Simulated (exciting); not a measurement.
# SiC (Moissanite 3C) (F-43m) in exciting: further runs

One crystal, SiC (Moissanite 3C), is run at these levels: PBE, LDA; tasks: TDDFT spectrum, band structure.

Everything below comes from runs of exciting (release sodium). Logs are shortened: lines on timing, memory, paths and dates and some standing lists are left out, and cuts for length are marked.

**Measured values to compare with.**

“Insight into the structural, elastic and electronic properties of a new orthorhombic 6O-SiC polytype”, 2020, pmc:7200658 quotes, for a bulk crystal of SiC: band gap 2.4 eV (indirect).

The runs below are set against these values where they give the same quantity.

### Step 1. The crystal as given

The structure is cubic, space group F-43m (No. 216). Conventional cell: a = 4.358 Å, b = 4.358 Å, c = 4.358 Å, α = 90.00°, β = 90.00°, γ = 90.00°. Si (site symmetry -43m) is surrounded by 4 C at 1.89 Å. Around C (site symmetry -43m) lie 4 Si at 1.89 Å.

### Step 2. TDDFT spectrum, PBE

File run_exciting.py:

```python
import subprocess
import xml.etree.ElementTree as ET
from ase.io import read
from ase.units import Bohr

atoms = read("POSCAR")
rmt = {'Si': 1.96, 'C': 1.42}  # bohr
tasks = """
<groundstate do="fromscratch" ngridk="7 7 7" rgkmax="6" gmaxvr="14" lmaxapw="10" lmaxmat="10" lmaxvr="8" xctype="GGA_PBE" stype="Gaussian" swidth="0.00018375" nempty="10" ValenceRelativity="iora*" epsengy="1e-05" epspot="1e-05" maxscl="60" outputlevel="normal"/>
<xs xstype="TDDFT" ngridk="8 8 8" vkloff="0.097 0.273 0.493" nempty="30" gqmax="2" broad="0.007" scissor="0.018375" tevout="true">
  <energywindow intv="0 0.7" points="250"/>
  <tddft fxctype="RBO"/>
  <qpointset>
    <qpoint>0 0 0</qpoint>
  </qpointset>
</xs>
"""

root = ET.Element("input")
ET.SubElement(root, "title").text = "SiC"
structure = ET.SubElement(root, "structure", speciespath="./", tshift="false")
crystal = ET.SubElement(structure, "crystal", scale="1.0")
for vector in atoms.cell / Bohr:
    ET.SubElement(crystal, "basevect").text = " ".join(f"{x:.12f}" for x in vector)
symbols = atoms.get_chemical_symbols()
for element in dict.fromkeys(symbols):
    species = ET.SubElement(structure, "species", speciesfile=element + ".xml", rmt=str(rmt[element]))
    for symbol, position in zip(symbols, atoms.get_scaled_positions(wrap=False)):
        if symbol == element:
            ET.SubElement(species, "atom", coord=" ".join(f"{x:.12f}" for x in position))
root.extend(ET.fromstring("<tasks>" + tasks + "</tasks>"))
ET.indent(root)
ET.ElementTree(root).write("input.xml")
subprocess.run(["exciting_smp"], check=True)
```

File POSCAR:

```
SiC
1.0
    0.0000000000      2.1790000000      2.1790000000
    2.1790000000      0.0000000000      2.1790000000
    2.1790000000      2.1790000000      0.0000000000
Si C
1 1
Direct
    0.0000000000      0.0000000000      0.0000000000
    0.7500000000      0.7500000000      0.7500000000
```

Potentials or basis: all-electron LAPW+lo, shipped species files, valence relativity iora*.

Command:

```sh
$ OMP_NUM_THREADS=1 python run_exciting.py
```

What it wrote:

```text
================================================================================
EXCITING SODIUM started
[... 10 lines left out ...]

 Lattice vectors (cartesian) :
      0.0000000000      4.1177132282      4.1177132282
      4.1177132282      0.0000000000      4.1177132282
      4.1177132282      4.1177132282      0.0000000000

 Reciprocal lattice vectors (cartesian) :
     -0.7629459556      0.7629459556      0.7629459556
      0.7629459556     -0.7629459556      0.7629459556
      0.7629459556      0.7629459556     -0.7629459556

 Unit cell volume                           :     139.6362857695
 Brillouin zone volume                      :       1.7764022587

 Species :    1 (Si)
     parameters loaded from                 :    Si.xml
     name                                   :    silicon
     nuclear charge                         :     -14.00000000
     electronic charge                      :      14.00000000
     atomic mass                            :   51196.73454000
     muffin-tin radius                      :       1.96000000
     # of radial points in muffin-tin       :     300

     atomic positions (lattice) :
       1 :   0.00000000  0.00000000  0.00000000

 Species :    2 (C)
     parameters loaded from                 :    C.xml
     name                                   :    carbon
     nuclear charge                         :      -6.00000000
     electronic charge                      :       6.00000000
     atomic mass                            :   21894.16673000
     muffin-tin radius                      :       1.42000000
     # of radial points in muffin-tin       :     250

     atomic positions (lattice) :
       1 :   0.75000000  0.75000000  0.75000000

 Total number of atoms per unit cell        :       2

 Spin treatment                             :    spin-unpolarised

 Number of Bravais lattice symmetries       :      48
 Number of crystal symmetries               :      24

 k-point grid                               :       7    7    7
 Total number of k-points                   :      30
 k-point set is reduced with crystal symmetries

 R^MT_min * |G+k|_max (rgkmax)              :       6.00000000
 Species with R^MT_min                      :       2 (C)
 Maximum |G+k| for APW functions            :       4.22535211
 Maximum |G| for potential and density      :      14.00000000

 G-vector grid sizes                        :      27    27    27
 Total number of G-vectors                  :    6423

 Maximum angular momentum used for
     APW functions                          :      10
     computing H and O matrix elements      :      10
     potential and density                  :       8
     inner part of muffin-tin               :       2

 Total nuclear charge                       :     -20.00000000
 Total electronic charge                    :      20.00000000
 Total core charge                          :      12.00000000
 Total valence charge                       :       8.00000000

 Number of empty states                     :      10
 Total number of valence states             :      15

 Maximum Hamiltonian size                   :     198
 Maximum number of plane-waves              :     190
 Total number of local-orbitals             :       8

 Exchange-correlation type                  :      20
     Perdew-Burke-Ernzerhof, Phys. Rev. Lett. 77, 3865 (1996)
     Generalised gradient approximation (GGA)

 Smearing scheme                            :    Gaussian
 Smearing width                             :       0.00018375

 Using multisecant Broyden potential mixing
[... 16 lines left out ...]
+ SCF iteration number :    1                                                  +
++++++++++++++++++++++++++++++++++++++++++++++++++++++++++++++++++++++++++++++++
 Total energy                               :      -329.04200158
 _______________________________________________________________
 Fermi energy                               :         0.29316621
 Kinetic energy                             :       328.47741388
 Coulomb energy                             :      -630.99805645
 Exchange energy                            :       -25.75941778
 Correlation energy                         :        -0.76194122

 DOS at Fermi energy (states/Ha/cell)       :         0.00000000

 Electron charges :
     core                                   :        12.00000000
     core leakage                           :         0.00483069
     valence                                :         8.00000000
     interstitial                           :         3.67150929
     charge in muffin-tin spheres :
                  atom     1    Si          :        11.55966620
                  atom     2     C          :         4.76882452
     total charge in muffin-tins            :        16.32849071
     total charge                           :        20.00000000

 Estimated fundamental gap                  :         0.14446829
        valence-band maximum at    1      0.0000  0.0000  0.0000
     conduction-band minimum at   19      0.4286  0.4286  0.0000

++++++++++++++++++++++++++++++++++++++++++++++++++++++++++++++++++++++++++++++++
+ SCF iteration number :    2                                                  +
++++++++++++++++++++++++++++++++++++++++++++++++++++++++++++++++++++++++++++++++
 Total energy                               :      -328.69662293
 _______________________________________________________________
 Fermi energy                               :         0.31591079
 Kinetic energy                             :       328.64754136
 Coulomb energy                             :      -630.90835341
 Exchange energy                            :       -25.66740755
 Correlation energy                         :        -0.76840334

 DOS at Fermi energy (states/Ha/cell)       :         0.00000000

 Electron charges :
     core                                   :        12.00000000
     core leakage                           :         0.00471445
     valence                                :         8.00000000
     interstitial                           :         3.79870235
     charge in muffin-tin spheres :
                  atom     1    Si          :        11.71977085
                  atom     2     C          :         4.48152680
     total charge in muffin-tins            :        16.20129765
     total charge                           :        20.00000000

 Estimated fundamental gap                  :         0.09658271
        valence-band maximum at    1      0.0000  0.0000  0.0000
     conduction-band minimum at   19      0.4286  0.4286  0.0000

 RMS change in effective potential (target) :   7.65173      ( 0.100000E-04)
 Absolute change in total energy   (target) :  0.345379      ( 0.100000E-04)
 Charge distance                   (target) :  0.334977E-01  ( 0.100000E-04)

++++++++++++++++++++++++++++++++++++++++++++++++++++++++++++++++++++++++++++++++
+ SCF iteration number :    3                                                  +
++++++++++++++++++++++++++++++++++++++++++++++++++++++++++++++++++++++++++++++++
 Total energy                               :      -328.48841168
 _______________________________________________________________
 Fermi energy                               :         0.32593682
 Kinetic energy                             :       328.72442394
 Coulomb energy                             :      -630.81465952
 Exchange energy                            :       -25.62663654
 Correlation energy                         :        -0.77153956
[... 323 lines left out ...]
 Electron charges :
     core                                   :        12.00000000
     core leakage                           :         0.00471335
     valence                                :         8.00000000
     interstitial                           :         3.90312926
     charge in muffin-tin spheres :
                  atom     1    Si          :        11.81674875
                  atom     2     C          :         4.28012199
     total charge in muffin-tins            :        16.09687074
     total charge                           :        20.00000000

 Estimated fundamental gap                  :         0.05862536
        valence-band maximum at    1      0.0000  0.0000  0.0000
     conduction-band minimum at   19      0.4286  0.4286  0.0000

 RMS change in effective potential (target) :  0.746855E-06  ( 0.100000E-04)
 Absolute change in total energy   (target) :  0.272405E-08  ( 0.100000E-04)
 Charge distance                   (target) :  0.102655E-06  ( 0.100000E-04)

++++++++++++++++++++++++++++++++++++++++++++++++++++++++++++++++++++++++++++++++
+ SCF iteration number :   14                                                  +
++++++++++++++++++++++++++++++++++++++++++++++++++++++++++++++++++++++++++++++++
 Total energy                               :      -328.15281714
 _______________________________________________________________
 Fermi energy                               :         0.33150711
 Kinetic energy                             :       328.83829595
 Coulomb energy                             :      -630.62395836
 Exchange energy                            :       -25.59338322
 Correlation energy                         :        -0.77377150

 DOS at Fermi energy (states/Ha/cell)       :         0.00000000

 Electron charges :
     core                                   :        12.00000000
     core leakage                           :         0.00471334
     valence                                :         8.00000000
     interstitial                           :         3.90312930
     charge in muffin-tin spheres :
                  atom     1    Si          :        11.81674882
                  atom     2     C          :         4.28012189
     total charge in muffin-tins            :        16.09687070
     total charge                           :        20.00000000

 Estimated fundamental gap                  :         0.05862535
        valence-band maximum at    1      0.0000  0.0000  0.0000
     conduction-band minimum at   19      0.4286  0.4286  0.0000

 RMS change in effective potential (target) :  0.135970E-06  ( 0.100000E-04)
 Absolute change in total energy   (target) :  0.687794E-08  ( 0.100000E-04)
 Charge distance                   (target) :  0.126263E-07  ( 0.100000E-04)

++++++++++++++++++++++++++++++++++++++++++++++++++++++++++++++++++++++++++++++++
| Convergency criteria checked for the last 2 iterations                       +
| Convergence targets achieved. Performing final SCF iteration                 +
++++++++++++++++++++++++++++++++++++++++++++++++++++++++++++++++++++++++++++++++
 Total energy                               :      -328.15281716
 _______________________________________________________________
 Fermi energy                               :         0.33150711
 Kinetic energy                             :       328.83829596
 Coulomb energy                             :      -630.62395839
 Exchange energy                            :       -25.59338323
 Correlation energy                         :        -0.77377150

 DOS at Fermi energy (states/Ha/cell)       :         0.00000000

 Electron charges :
     core                                   :        12.00000000
     core leakage                           :         0.00471334
     valence                                :         8.00000000
     interstitial                           :         3.90312929
     charge in muffin-tin spheres :
                  atom     1    Si          :        11.81674881
                  atom     2     C          :         4.28012190
     total charge in muffin-tins            :        16.09687071
     total charge                           :        20.00000000

 Estimated fundamental gap                  :         0.05862535
        valence-band maximum at    1      0.0000  0.0000  0.0000
     conduction-band minimum at   19      0.4286  0.4286  0.0000

++++++++++++++++++++++++++++++++++++++++++++++++++++++++++++++++++++++++++++++++
[... 9 lines left out ...]
| EXCITING SODIUM stopped                                                      =
================================================================================
```

Wall time 2.6 min (1 thread of AMD EPYC 7R43 (Zen 3), shared host); peak memory 0.29 GiB.

What came out:

```yaml
Free_energy: -8929.4931 eV
Band_gap_on_the_k_mesh: 1.60 eV, indirect (least direct gap 4.68 eV)
All_electrons_inside_the_program's_atomic_spheres: Si 11.82; C 4.28 (radii Si 1.96, C 1.42 bohr)
```

Dielectric function (mean over the directions given):
```
energy (eV)  real part  imaginary part
       0.30       7.44            0.01
       1.22       7.62            0.06
       2.21       8.10            0.13
       3.20       9.05            0.25
       4.19      11.02            0.58
       5.18      16.31            3.79
       6.17      15.96           15.84
       7.16      -3.02           21.83
       8.15      -1.87            8.53
       9.14      -4.50            8.43
      10.06      -4.03            5.27
      11.05      -3.38            3.66
      12.04      -2.53            2.48
      13.03      -2.25            2.01
      14.02      -1.84            1.55
      15.01      -1.39            1.27
      16.00      -1.23            1.03
      16.99      -1.04            0.75
      17.98      -0.73            0.57
      18.97      -0.54            0.45
```

Caveat: the scissor shift is a trial value, not fitted to this crystal; spectra need much finer meshes, so this one isn't converged; an odd mesh through Γ misses points on the zone boundary, where band edges often lie.

### Step 3. Band structure, PBE

File input.xml:

```xml
<input>
  <title>SiC</title>
  <structure speciespath="./" tshift="false">
    <crystal scale="1">
      <basevect>0.000000000000 4.117713225560 4.117713225560</basevect>
      <basevect>4.117713225560 0.000000000000 4.117713225560</basevect>
      <basevect>4.117713225560 4.117713225560 0.000000000000</basevect>
    </crystal>
    <species speciesfile="Si.xml" rmt="1.96">
      <atom coord="0.000000000000 0.000000000000 0.000000000000"/>
    </species>
    <species speciesfile="C.xml" rmt="1.42">
      <atom coord="0.750000000000 0.750000000000 0.750000000000"/>
    </species>
  </structure>
  <groundstate do="fromscratch" ngridk="10 10 10" rgkmax="7.5" gmaxvr="14" lmaxapw="10" lmaxmat="10" lmaxvr="8" xctype="GGA_PBE" stype="Fermi Dirac" swidth="0.00183747" nempty="10" ValenceRelativity="iora*" epsengy="1e-05" epspot="1e-05" maxscl="60" outputlevel="normal"/>
  <properties>
    <bandstructure>
      <plot1d>
        <path steps="80">
          <point coord="0 0 0" label="G"/>
          <point coord="0.5 0 0.5" label="X"/>
          <point coord="0.5 0.25 0.75" label="W"/>
          <point coord="0.375 0.375 0.75" label="K"/>
          <point coord="0 0 0" label="G"/>
          <point coord="0.5 0.5 0.5" label="L"/>
          <point coord="0.625 0.25 0.625" label="U"/>
          <point coord="0.5 0.25 0.75" label="W"/>
          <point coord="0.5 0.5 0.5" label="L"/>
          <point coord="0.375 0.375 0.75" label="K" breakafter="true"/>
          <point coord="0.625 0.25 0.625" label="U"/>
          <point coord="0.5 0 0.5" label="X"/>
        </path>
      </plot1d>
    </bandstructure>
  </properties>
</input>
```

Potentials or basis: all-electron LAPW+lo, shipped species files, valence relativity iora*.

Command:

```sh
$ OMP_NUM_THREADS=1 exciting_smp
```

It took 3 min on 1 thread of Arm Neoverse V1, shared host; peak memory 0.12 GiB.

It converged, with:

| Item | Value |
| --- | --- |
| Free energy | -8929.5387 eV |
| Band gap on the k mesh | 1.36 eV, indirect (least direct gap 4.55 eV) |
| Band gap along the path | 1.36 eV, indirect (least direct gap 4.55 eV) |
| All electrons inside the program's atomic spheres | Si 11.82; C 4.28 (radii Si 1.96, C 1.42 bohr) |

Levels at the corners of the path, in eV from the valence-band top:
| point | band 1 | band 2 | band 3 | band 4 | band 5 | band 6 | band 7 | band 8 | band 9 |
| --- | --- | --- | --- | --- | --- | --- | --- | --- | --- |
| Γ | -15.40 | 0.00 | 0.00 | 0.00 | 6.22 | 7.30 | 7.30 | 7.30 | 14.51 |
| X | -10.39 | -7.80 | -3.19 | -3.19 | 1.36 | 4.32 | 14.02 | 14.02 | 14.78 |
| W | -10.16 | -7.03 | -4.99 | -4.69 | 5.21 | 9.44 | 9.45 | 9.77 | 14.22 |
| K | -10.39 | -7.28 | -5.54 | -2.60 | 3.11 | 7.77 | 11.84 | 12.45 | 13.03 |
| Γ | -15.40 | 0.00 | 0.00 | 0.00 | 6.22 | 7.30 | 7.30 | 7.30 | 14.51 |
| L | -11.84 | -8.54 | -1.05 | -1.05 | 5.43 | 7.22 | 7.22 | 10.05 | 16.20 |
| U | -10.39 | -7.28 | -5.54 | -2.60 | 3.11 | 7.77 | 11.84 | 12.45 | 13.03 |
| W | -10.16 | -7.03 | -4.99 | -4.69 | 5.21 | 9.44 | 9.45 | 9.77 | 14.22 |
| L | -11.84 | -8.54 | -1.05 | -1.05 | 5.43 | 7.22 | 7.22 | 10.05 | 16.20 |
| K | -10.39 | -7.28 | -5.54 | -2.60 | 3.11 | 7.77 | 11.84 | 12.45 | 13.03 |
| U | -10.39 | -7.28 | -5.54 | -2.60 | 3.11 | 7.77 | 11.84 | 12.45 | 13.03 |
| X | -10.39 | -7.80 | -3.19 | -3.19 | 1.36 | 4.32 | 14.02 | 14.02 | 14.78 |

(Continued in part 2 of 2.)
